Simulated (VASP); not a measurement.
**SnO2: relaxation of cell and atoms with PBE**

Crystal: SnO2.

```
Sn O
1.0
     3.02327    0.00000    0.00000
     0.00000    4.96468    0.00000
     0.00000    0.00000    5.97696
Sn O
1 2
Direct
  0.50000 0.50000 0.00000
  0.00000 0.50000 0.77572
  0.00000 0.50000 0.22428
```

The cell was built by a generator and needn't be a form met in nature.

| Item | Value |
| --- | --- |
| Program | VASP 6.6.1 |
| Task | relaxation of cell and atoms |
| Functional | PBE |
| Potentials or basis | VASP PAW PBE potentials, release 64 (Sn_d, O) |
| Cutoff | 600 eV |
| k mesh | 7 × 5 × 4 |
| Occupations | fermi-dirac, width 0.05 eV |
| Spin | no spin polarisation |
| Further INCAR settings | ALGO = Normal; EDIFF = 1e-06; IBRION = 2; EDIFFG = -0.005; NSW = 60; ISIF = 3 |

```yaml
Relaxed_volume: 37.34 Å³/atom
Relaxed_cell: a = 3.033 Å, b = 5.709 Å, c = 6.469 Å, α = 90.00°, β = 90.00°, γ = 90.00°
Space_group_after_relaxing_to_0.05_Å: Pmmm (No. 47)
Energy_gained_by_relaxing: 9.1 meV/atom
Ionic_steps: 46
Pressure_after_relaxing: 0.0 GPa
Band_gap_on_the_k_mesh: 1.66 eV, indirect (least direct gap 2.10 eV)
```

Forces in eV/Å, atoms in the order of the input:
```
Sn   0.000  0.000  0.000
O    0.000  0.000  0.003
O    0.000  0.000 -0.003
```

Step by step:
```csv
step,energy change (eV),largest force (eV/Å),pressure (GPa),volume (Å³)
1,0.0000,0.0909,0.70,89.71
3,-0.0016,0.0551,0.12,90.33
5,-0.0050,0.0152,0.09,92.01
7,-0.0127,0.1759,0.03,99.75
9,-0.0141,0.1666,0.03,100.36
11,-0.0195,0.1250,0.03,103.12
13,-0.0241,0.0232,-0.06,114.41
15,-0.0265,0.0293,0.00,110.48
17,-0.0266,0.0192,-0.02,109.34
19,-0.0267,0.0009,0.00,109.82
21,-0.0267,0.0058,-0.01,109.66
23,-0.0267,0.0021,0.06,109.84
25,-0.0267,0.0095,0.02,109.91
27,-0.0268,0.0334,-0.03,110.23
29,-0.0269,0.0360,-0.04,110.83
31,-0.0270,0.0104,0.03,111.73
33,-0.0270,0.0014,-0.01,111.74
35,-0.0271,0.0068,-0.03,111.84
37,-0.0272,0.0104,-0.04,111.94
39,-0.0273,0.0268,-0.08,112.05
41,-0.0274,0.0036,0.01,111.98
43,-0.0274,0.0028,0.02,111.97
45,-0.0274,0.0026,0.01,111.98
46,-0.0274,0.0027,-0.01,112.01
```

Final structure:
```
Sn O
1.0
     3.03314    0.00000    0.00000
     0.00000    5.70859    0.00000
     0.00000    0.00000    6.46913
Sn O
1 2
Direct
  0.50000 0.50000 0.00000
  0.00000 0.50000 0.79229
  0.00000 0.50000 0.20771
```

Levels at points of the mesh, in eV from the valence-band top:
```tsv
k point	band 9	band 10	band 11	band 12	band 13	band 14	band 15	band 16	band 17
(0.00, 0.00, 0.00)	-2.69	-2.13	-0.87	-0.77	-0.44	1.66	4.44	6.30	6.46
(0.00, 0.00, 0.50)	-2.67	-2.13	-1.02	-0.91	-0.45	1.92	4.45	5.57	6.59
```

It took 17 min on 1 thread of Intel(R) Xeon(R) Platinum 8559C (Emerald Rapids), with other jobs on the host, peak memory 0.25 GiB.

Caveat: the volume moved by over 15 % at a fixed basis, so the end points are rough; spin-orbit coupling is left out, which moves the levels of the heavy elements; an odd mesh through Γ misses points on the zone boundary, where band edges often lie.
